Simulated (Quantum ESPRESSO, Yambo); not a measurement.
Planning a run of Yambo 5.3.0 on ZnSe (Stilleite). The input:

```
optics
bss
bse
em1s
dipoles
rim_cut
RandQpts= 1000000
RandGvec= 1 RL
Chimod= "HARTREE"
BSKmod= "SEX"
BSEmod= "resonant"
BSSmod= "d"
BSENGexx= 1 RL
BSENGBlk= 4 Ry
% BSEQptR
 1 | 1 |
%
% BSEBands
 20 | 23 |
%
% BEnRange
 0 | 4 | eV
%
% BDmRange
 0.1 | 0.1 | eV
%
BEnSteps= 81
% BLongDir
 1 | 0 | 0 |
%
% BndsRnXs
 14 | 32 |
%
NGsBlkXs= 4 Ry
% LongDrXs
 1 | 1 | 1 |
%
% KfnQP_E
 0.751 | 1.0 | 1.0 |
%
WRbsWF
FFTGvecs= 47 Ry
```

```sh
OMP_NUM_THREADS=1 mpirun -n 8 yambo -F bse13.in -J bse13,bse12_W -C bse13 > bse13.log
```

The stored states that it reads are on a 10×10×10 mesh. It takes space group F-43m (No. 216, cubic). The conventional cell has a = 5.668 Å, b = 5.668 Å, c = 5.668 Å, α = 90.00°, β = 90.00°, γ = 90.00°. Nearest to Zn lie 4 Se at 2.45 Å. Nearest to Se lie 4 Zn at 2.45 Å. Farther neighbours and most contacts between anions are not listed.

Question: Estimate wall time and host memory on 8 MPI ranks of Arm Neoverse V1, shared host.

It took 66 s; on shared hardware allow 33 s to 2.2 min. Peak host memory was 5.1 GiB.

The kernel grows as the square of the matrix size, and full diagonalisation as its cube.

[Paths, hosts, dates, memory and timing lines, banners, echoed tables and standing remarks are left out of the program output.]

[Logs are printed without paths, hosts, clocks, repeated set-up lines and the standing remarks that a program may print on its own settings, such as how far it seeks lower states.]

[Runs of the session that timed out or met a known fault of the program may be left out.]

[Hosts, paths, dates, database ids (printed as entryN), source tags and the programs' standing remarks are cut or masked in the printed files.]
